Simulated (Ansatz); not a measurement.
The system is TiO2.

```
Ti O
1.0
    -2.97316    3.28737    3.28740
     2.97316   -3.28737    3.28740
     2.97316    3.28737   -3.28740
Ti O
4 8
Direct
  0.00000 0.50000 0.00000
  0.00000 0.00000 0.50000
  0.49524 0.24524 0.25000
  0.50475 0.75475 0.75000
  0.69508 0.69523 0.50015
  0.69508 0.19493 0.99985
  0.80452 0.74962 0.05490
  0.19472 0.74962 0.44510
  0.80528 0.25038 0.55490
  0.30492 0.80507 0.00015
  0.19548 0.25038 0.94510
  0.30492 0.30477 0.49985
```

The cell is a database's computed one.

Base run:

| Item | Value |
| --- | --- |
| Program | Ansatz 0.2.0 |
| Functional | PBE |
| Potentials or basis | Ansatz PAW earlier set |
| Cutoff | 930 eV |
| Density cutoff | 4650 eV |
| k mesh | 6 × 6 × 6 |
| Occupations | fermi-dirac, width 0.05 eV |
| Spin | no spin polarisation |

Its results: band gap on the k mesh 1.83 eV; pressure -1.3 GPa; largest force 0.061 eV/Å.

Problem. After a change of settings the same cell gave: band gap on the k mesh 1.86 eV; pressure -1.9 GPa; largest force 0.075 eV/Å. Which change was it?
A. functional from PBE to PBEsol; potentials or basis from Ansatz PAW earlier set to Ansatz PAW; cutoff from 930 eV to 420 eV; density cutoff from 4650 eV to 1680 eV
B. potentials or basis from Ansatz PAW earlier set to PseudoDojo standard (PBE files); cutoff from 930 eV to 1143 eV; density cutoff from 4650 eV to 4572 eV
C. functional from PBE to BLYP; potentials or basis from Ansatz PAW earlier set to Ansatz PAW; cutoff from 930 eV to 420 eV; density cutoff from 4650 eV to 1680 eV
D. potentials or basis from Ansatz PAW earlier set to Ansatz PAW; cutoff from 930 eV to 420 eV; density cutoff from 4650 eV to 1680 eV; hubbard terms from none to Ti d U = 6 eV; hubbard projectors from none to ortho-atomic (the default)

Solution. B.

Not every run made on this cell is shown here.
